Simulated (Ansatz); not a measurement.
Born–Oppenheimer molecular dynamics of a periodic cell of 12 atoms, CoSi$_{2}$ (start crystal CoSi2, start structure Fm-3m, volume 1 times the crystal's). It goes on from the last frame of an earlier run, with new velocities.

Method: DFT PBE, scalar-relativistic, plane waves, PAW in Ansatz 0.2.0. Settings: PAW set soft_1, cutoff 420 eV, k mesh 2x2x2, fermi-dirac smearing 0.24 eV, no spin polarisation.

```json
{"ensemble": "NVT, Langevin thermostat", "time step": "2 fs", "steps asked": "400", "set temperature": "2240 K", "friction": "0.02 /fs", "temperature schedule": "300 steps to 300 K, then 100 steps to 300 K", "seed": "565147"}
```

Frames 2 fs apart, positions in Å, forces in eV/Å.

Velocities at 220 fs (Å/ps):

```
Co -6.38 3.28 11.67
Si 4.11 -3.83 11.59
Si -1.72 -4.23 0.91
Co -4.28 4.40 2.80
Si -13.88 1.37 5.86
Si -0.47 14.75 1.54
Co -9.34 -1.60 0.15
Si 8.18 5.60 -4.98
Si 3.96 6.49 6.76
Co 0.83 2.06 4.98
Si -6.35 -2.12 -2.18
Si -3.27 -6.47 -2.72
```

```xyz
12
Lattice="5.3560 0.0000 0.0000 0.0000 5.3560 0.0000 0.0000 0.0000 5.3560" Properties=species:S:1:pos:R:3:forces:R:3 time_fs=220 energy_less_start_eV=-1.197 T=1607
Co 0.159 0.033 -0.233 -0.28 -0.14 -2.19
Si 1.235 1.327 1.072 1.23 0.27 -0.35
Si 4.170 4.034 3.689 -0.96 0.77 0.11
Co 2.737 2.721 -0.327 -0.18 0.40 -2.05
Si 4.181 4.262 1.020 0.39 -1.24 -0.54
Si 1.389 1.434 3.645 0.47 -0.50 0.38
Co 2.888 0.151 2.096 -1.80 0.08 2.68
Si 4.142 1.432 3.674 -0.39 -0.77 0.65
Si 1.486 3.812 1.023 -0.53 2.44 0.22
Co 0.065 2.694 2.296 0.87 1.78 2.08
Si 1.295 4.091 3.617 1.44 0.15 0.25
Si 3.857 1.935 1.250 -0.27 -3.25 -1.23
12
Lattice="5.3560 0.0000 0.0000 0.0000 5.3560 0.0000 0.0000 0.0000 5.3560" Properties=species:S:1:pos:R:3:forces:R:3 time_fs=222 energy_less_start_eV=-1.209 T=1680
Co 0.146 0.039 -0.211 -0.25 -0.11 -2.31
Si 1.244 1.318 1.096 1.01 0.44 -0.54
Si 4.167 4.025 3.692 -0.98 0.94 0.20
Co 2.728 2.734 -0.324 -0.01 0.29 -2.01
Si 4.157 4.262 1.033 0.64 -1.36 -0.70
Si 1.389 1.463 3.652 0.47 -0.75 0.50
Co 2.871 0.148 2.096 -1.66 0.17 2.98
Si 4.158 1.445 3.665 -0.60 -0.93 0.85
Si 1.498 3.829 1.038 -0.74 2.29 0.17
Co 0.066 2.700 2.307 0.68 1.70 1.62
Si 1.286 4.087 3.612 1.47 0.38 0.47
Si 3.852 1.921 1.247 -0.02 -3.06 -1.23
12
Lattice="5.3560 0.0000 0.0000 0.0000 5.3560 0.0000 0.0000 0.0000 5.3560" Properties=species:S:1:pos:R:3:forces:R:3 time_fs=224 energy_less_start_eV=-1.200 T=1559
Co 0.134 0.045 -0.195 -0.22 -0.07 -2.35
Si 1.255 1.308 1.119 0.73 0.64 -0.73
Si 4.168 4.016 3.694 -1.03 1.13 0.32
Co 2.717 2.751 -0.323 0.18 0.16 -1.87
Si 4.139 4.258 1.047 0.88 -1.41 -0.87
Si 1.391 1.487 3.663 0.44 -0.94 0.55
Co 2.857 0.143 2.097 -1.46 0.28 3.29
Si 4.171 1.459 3.657 -0.80 -1.11 1.05
Si 1.518 3.852 1.058 -0.99 2.07 0.08
Co 0.066 2.710 2.319 0.62 1.55 1.13
Si 1.279 4.083 3.604 1.51 0.62 0.72
Si 3.848 1.909 1.247 0.15 -2.89 -1.32
12
Lattice="5.3560 0.0000 0.0000 0.0000 5.3560 0.0000 0.0000 0.0000 5.3560" Properties=species:S:1:pos:R:3:forces:R:3 time_fs=226 energy_less_start_eV=-1.168 T=1509
Co 0.121 0.050 -0.182 -0.18 0.00 -2.34
Si 1.266 1.301 1.138 0.44 0.83 -0.90
Si 4.169 4.014 3.694 -1.10 1.27 0.42
Co 2.707 2.769 -0.325 0.34 0.06 -1.68
Si 4.123 4.256 1.058 1.09 -1.47 -1.02
Si 1.394 1.507 3.678 0.38 -1.08 0.52
Co 2.845 0.138 2.097 -1.25 0.43 3.63
Si 4.184 1.474 3.650 -0.98 -1.29 1.23
Si 1.537 3.880 1.079 -1.24 1.77 -0.08
Co 0.063 2.720 2.328 0.64 1.36 0.68
Si 1.271 4.081 3.595 1.58 0.82 0.96
Si 3.844 1.896 1.246 0.27 -2.70 -1.43
12
Lattice="5.3560 0.0000 0.0000 0.0000 5.3560 0.0000 0.0000 0.0000 5.3560" Properties=species:S:1:pos:R:3:forces:R:3 time_fs=228 energy_less_start_eV=-1.144 T=1778
Co 0.111 0.054 -0.171 -0.14 0.11 -2.32
Si 1.275 1.295 1.157 0.14 1.03 -1.07
Si 4.168 4.015 3.690 -1.15 1.41 0.54
Co 2.697 2.792 -0.328 0.50 -0.01 -1.44
Si 4.108 4.252 1.064 1.25 -1.49 -1.11
Si 1.400 1.528 3.696 0.27 -1.21 0.44
Co 2.832 0.135 2.099 -0.93 0.54 3.95
Si 4.197 1.488 3.644 -1.17 -1.45 1.41
Si 1.556 3.912 1.098 -1.52 1.39 -0.27
Co 0.058 2.733 2.338 0.71 1.17 0.23
Si 1.264 4.082 3.588 1.63 0.98 1.15
Si 3.842 1.879 1.241 0.41 -2.47 -1.51
12
Lattice="5.3560 0.0000 0.0000 0.0000 5.3560 0.0000 0.0000 0.0000 5.3560" Properties=species:S:1:pos:R:3:forces:R:3 time_fs=230 energy_less_start_eV=-1.135 T=1692
Co 0.103 0.057 -0.159 -0.12 0.21 -2.29
Si 1.285 1.289 1.177 -0.16 1.25 -1.22
Si 4.167 4.017 3.682 -1.21 1.54 0.69
Co 2.689 2.815 -0.332 0.66 -0.09 -1.17
Si 4.096 4.244 1.066 1.29 -1.41 -1.11
Si 1.405 1.546 3.719 0.17 -1.31 0.30
Co 2.818 0.132 2.105 -0.46 0.60 4.21
Si 4.207 1.497 3.638 -1.31 -1.56 1.55
Si 1.574 3.949 1.116 -1.82 0.94 -0.47
Co 0.053 2.746 2.348 0.81 0.93 -0.19
Si 1.260 4.083 3.588 1.65 1.12 1.29
Si 3.845 1.859 1.233 0.50 -2.24 -1.60
12
Lattice="5.3560 0.0000 0.0000 0.0000 5.3560 0.0000 0.0000 0.0000 5.3560" Properties=species:S:1:pos:R:3:forces:R:3 time_fs=232 energy_less_start_eV=-1.152 T=1584
Co 0.095 0.058 -0.148 -0.11 0.34 -2.25
Si 1.293 1.286 1.193 -0.43 1.45 -1.33
Si 4.163 4.020 3.670 -1.26 1.64 0.85
Co 2.679 2.839 -0.334 0.83 -0.22 -0.95
Si 4.093 4.230 1.068 1.19 -1.22 -1.03
Si 1.404 1.557 3.742 0.10 -1.35 0.17
Co 2.803 0.131 2.115 0.09 0.62 4.37
Si 4.212 1.506 3.634 -1.42 -1.63 1.65
Si 1.591 3.982 1.130 -2.12 0.51 -0.63
Co 0.050 2.760 2.357 0.90 0.66 -0.53
Si 1.253 4.085 3.592 1.67 1.22 1.35
Si 3.853 1.835 1.224 0.56 -2.02 -1.67
12
Lattice="5.3560 0.0000 0.0000 0.0000 5.3560 0.0000 0.0000 0.0000 5.3560" Properties=species:S:1:pos:R:3:forces:R:3 time_fs=234 energy_less_start_eV=-1.216 T=1497
Co 0.085 0.060 -0.141 -0.04 0.51 -2.19
Si 1.302 1.290 1.207 -0.65 1.55 -1.47
Si 4.159 4.028 3.659 -1.31 1.69 0.98
Co 2.671 2.863 -0.337 0.97 -0.34 -0.74
Si 4.100 4.214 1.070 0.93 -0.99 -0.88
Si 1.403 1.566 3.762 0.06 -1.37 0.06
Co 2.789 0.129 2.127 0.62 0.59 4.40
Si 4.217 1.513 3.629 -1.52 -1.66 1.73
Si 1.601 4.012 1.140 -2.34 0.14 -0.77
Co 0.049 2.772 2.366 0.94 0.41 -0.80
Si 1.249 4.089 3.600 1.67 1.28 1.35
Si 3.861 1.809 1.211 0.65 -1.80 -1.67
12
Lattice="5.3560 0.0000 0.0000 0.0000 5.3560 0.0000 0.0000 0.0000 5.3560" Properties=species:S:1:pos:R:3:forces:R:3 time_fs=236 energy_less_start_eV=-1.310 T=1630
Co 0.075 0.060 -0.132 0.07 0.73 -2.14
Si 1.311 1.301 1.220 -0.83 1.59 -1.61
Si 4.154 4.038 3.654 -1.28 1.67 1.01
Co 2.665 2.886 -0.346 1.11 -0.45 -0.46
Si 4.114 4.198 1.072 0.58 -0.79 -0.70
Si 1.406 1.575 3.780 -0.03 -1.40 -0.06
Co 2.773 0.128 2.141 1.16 0.58 4.39
Si 4.219 1.514 3.626 -1.53 -1.60 1.73
Si 1.609 4.041 1.146 -2.50 -0.23 -0.91
Co 0.050 2.784 2.373 0.90 0.18 -0.92
Si 1.248 4.095 3.608 1.63 1.32 1.30
Si 3.872 1.784 1.195 0.72 -1.60 -1.64
12
Lattice="5.3560 0.0000 0.0000 0.0000 5.3560 0.0000 0.0000 0.0000 5.3560" Properties=species:S:1:pos:R:3:forces:R:3 time_fs=238 energy_less_start_eV=-1.404 T=1897
Co 0.066 0.059 -0.123 0.17 0.95 -2.14
Si 1.321 1.310 1.228 -1.01 1.67 -1.70
Si 4.149 4.054 3.653 -1.20 1.55 0.97
Co 2.658 2.912 -0.356 1.24 -0.56 -0.19
Si 4.132 4.179 1.073 0.18 -0.60 -0.52
Si 1.409 1.581 3.797 -0.13 -1.39 -0.18
Co 2.758 0.126 2.153 1.70 0.63 4.41
Si 4.215 1.512 3.621 -1.46 -1.45 1.66
Si 1.614 4.071 1.149 -2.65 -0.63 -1.08
Co 0.054 2.798 2.378 0.76 -0.14 -0.95
Si 1.249 4.105 3.610 1.57 1.33 1.28
Si 3.883 1.755 1.175 0.81 -1.37 -1.55
12
Lattice="5.3560 0.0000 0.0000 0.0000 5.3560 0.0000 0.0000 0.0000 5.3560" Properties=species:S:1:pos:R:3:forces:R:3 time_fs=240 energy_less_start_eV=-1.500 T=2072
Co 0.059 0.057 -0.115 0.25 1.17 -2.21
Si 1.331 1.320 1.229 -1.11 1.76 -1.72
Si 4.145 4.076 3.650 -1.11 1.38 0.92
Co 2.650 2.937 -0.365 1.39 -0.68 0.01
Si 4.155 4.157 1.070 -0.30 -0.43 -0.33
Si 1.412 1.584 3.815 -0.23 -1.34 -0.33
Co 2.742 0.125 2.165 2.21 0.70 4.41
Si 4.206 1.507 3.613 -1.35 -1.25 1.58
Si 1.614 4.103 1.149 -2.72 -1.02 -1.25
Co 0.059 2.811 2.381 0.61 -0.48 -0.89
Si 1.254 4.118 3.608 1.47 1.28 1.24
Si 3.893 1.722 1.151 0.90 -1.09 -1.43
12
Lattice="5.3560 0.0000 0.0000 0.0000 5.3560 0.0000 0.0000 0.0000 5.3560" Properties=species:S:1:pos:R:3:forces:R:3 time_fs=242 energy_less_start_eV=-1.605 T=1946
Co 0.054 0.054 -0.107 0.30 1.38 -2.26
Si 1.339 1.337 1.228 -1.14 1.76 -1.71
Si 4.138 4.094 3.648 -0.99 1.24 0.87
Co 2.641 2.961 -0.373 1.52 -0.79 0.19
Si 4.179 4.136 1.069 -0.76 -0.26 -0.23
Si 1.416 1.588 3.833 -0.36 -1.30 -0.49
Co 2.729 0.127 2.179 2.53 0.76 4.31
Si 4.192 1.501 3.608 -1.17 -1.03 1.45
Si 1.613 4.134 1.143 -2.74 -1.30 -1.31
Co 0.064 2.826 2.383 0.48 -0.83 -0.74
Si 1.261 4.136 3.605 1.34 1.20 1.18
Si 3.903 1.690 1.125 0.98 -0.83 -1.27
```

Of the whole run (800 fs, mean temperature of the second half 457 K): The schedule's set-point averaged 462 K over the second half and the system 457 K. A run of 0.8 ps of so small a system gives no equilibrium averages. Spin polarisation was left off. Limits of this set-up: coarse k mesh, magnetic elements without spin.

The run took 22 min on 1 thread of Arm Neoverse V2 (shared host), peak memory 0.45 GiB.
